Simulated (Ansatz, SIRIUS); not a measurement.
This is a calculation of AlAu for SIRIUS 7.10.0. The cell comes from a database or a generator and needn't be the stable form of this composition.

The input sirius.json:

```json
{
  "control": {
    "processing_unit": "cpu",
    "verbosity": 2,
    "num_bands_to_print": 19,
    "print_forces": true,
    "print_stress": true
  },
  "parameters": {
    "electronic_structure_method": "pseudopotential",
    "xc_functionals": ["XC_GGA_X_PBE_SOL", "XC_GGA_C_PBE_SOL"],
    "gk_cutoff": 8.8,
    "pw_cutoff": 17.6,
    "ngridk": [8, 8, 8],
    "shiftk": [0, 0, 0],
    "smearing": "fermi_dirac",
    "smearing_width": 0.0018374661,
    "num_bands": 19,
    "num_mag_dims": 0,
    "num_dft_iter": 100,
    "energy_tol": 1e-08,
    "density_tol": 1e-06
  },
  "iterative_solver": {
    "type": "davidson",
    "min_tolerance": 1e-09,
    "tolerance_scale": [0.1, 0.25]
  },
  "mixer": {
    "type": "anderson",
    "beta": 0.7,
    "max_history": 8
  },
  "settings": {
    "tol_ne": 1e-10,
    "pseudo_grid_cutoff": 6.5
  },
  "unit_cell": {
    "lattice_vectors": [
      [1.0, 0.0, 0.0],
      [0.0, 1.0, 0.0],
      [0.0, 0.0, 1.0]
    ],
    "lattice_vectors_scale": 6.0923674217,
    "atom_coordinate_units": "lattice",
    "atom_types": ["Au", "Al"],
    "atom_files": {
      "Au": "Au.json",
      "Al": "Al.json"
    },
    "atoms": {
      "Au": [
        [0.5, 0.5, 0.5]
      ],
      "Al": [
        [0.0, 0.0, 0.0]
      ]
    }
  }
}
```

Potentials or basis: PseudoDojo 0.4.1 PBEsol standard (scalar relativistic).

Command:

```sh
$ upf_to_json Au.upf
$ upf_to_json Al.upf
$ OMP_NUM_THREADS=1 sirius.scf --input=sirius.json --output=out.json --task=0
```

Problem. Set up the same calculation for Ansatz 0.2.0. Potentials or basis there: Ansatz PAW, cutoff 420 eV.

Solution. As run (cutoffs and basis follow the program's own potentials, and thresholds, step limits or extra output files can differ):

input.yaml

```yaml
crystal:
  lattice:
    - [3.223942, 0.0, 0.0]
    - [0.0, 3.223942, 0.0]
    - [0.0, 0.0, 3.223942]
  atoms:
    - { symbol: Au, position: [0.5, 0.5, 0.5] }
    - { symbol: Al, position: [0.0, 0.0, 0.0] }
hamiltonian:
  xc: pbesol
  pseudopotentials: { kind: paw }
kpoints:
  mp_grid: { grid: [8, 8, 8] }
scf:
  occupations: { method: fermi_dirac, width: 0.05 }
output:
  forces: true
  stress: true
  eigenvalues: true
```

Potentials or basis: Ansatz PAW.

Launch:

```bash
$ ansatz run input.yaml --threads 1 --pin off --max-ram 3584MiB --backend cpu --events-out ev --progress --plain --runs-dir out
```

Both were run:

|  | SIRIUS | Ansatz |
| --- | --- | --- |
| Pressure | -5.4 GPa | -5.2 GPa |

Ansatz's pressure holds a Pulay term of +0.05 GPa for its cutoff of 420 eV, which the other run lacks.

Ansatz's potentials were made for PBE.

Where Ansatz's input types no cutoff or centring, it takes its own default and a Γ-centred mesh.

Pressure is positive in compression.
